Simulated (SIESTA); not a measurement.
## Si2W in SIESTA: the effect of strain zz

Crystal: Si2W.

```
W Si
1.0
    -1.60690    1.60690    3.75835
     1.60690   -1.60690    3.75835
     1.60690    1.60690   -3.75835
W Si
1 2
Direct
  0.00000 0.00000 0.00000
  0.66530 0.66530 0.00000
  0.33470 0.33470 0.00000
```

The cell isn't the ideal one: cell strained along z.

Alike in all runs:

* Program: SIESTA 5.4.2
* Task: single point
* Functional: PBE
* Potentials or basis: PseudoDojo 0.4 standard (PBE files)
* Basis: DZP (energy shift 0.003 Ry; two zetas on semicore shells)
* Grid cutoff: 800 Ry
* Energy shift: 0.003 Ry
* k mesh: 8 × 8 × 8
* Occupations: fermi-dirac, width 0.05 eV
* Spin: no spin polarisation

```tsv
strain zz	pressure (GPa)	largest force (eV/Å)
-0.04	?	?
-0.02	9.9	0.17
-0.01	7.1	0.15
0	4.5	0.11
0.01	2.1	0.08
0.02	-0.2	0.05
0.04	-4.2	0.02
```

Q: What does the run with strain zz -0.04 give?

A: Pressure 16.3 GPa; largest force 0.21 eV/Å.

Worked out: A parabola through the other rows of the pressure, of slope -321 GPa per unit of strain zz there, extrapolates to 16.0 GPa, against the run's 16.3. A parabola through the other rows of the largest force, of slope -4.43 eV/Å per unit of strain zz there, extrapolates to 0.26 eV/Å, against the run's 0.21. The fit is too stiff a form for this range.

Caveats: short orbitals over semicore shells can move pressures by several GPa; the basis of atomic orbitals isn't converged, which shifts pressures, moduli and gaps.
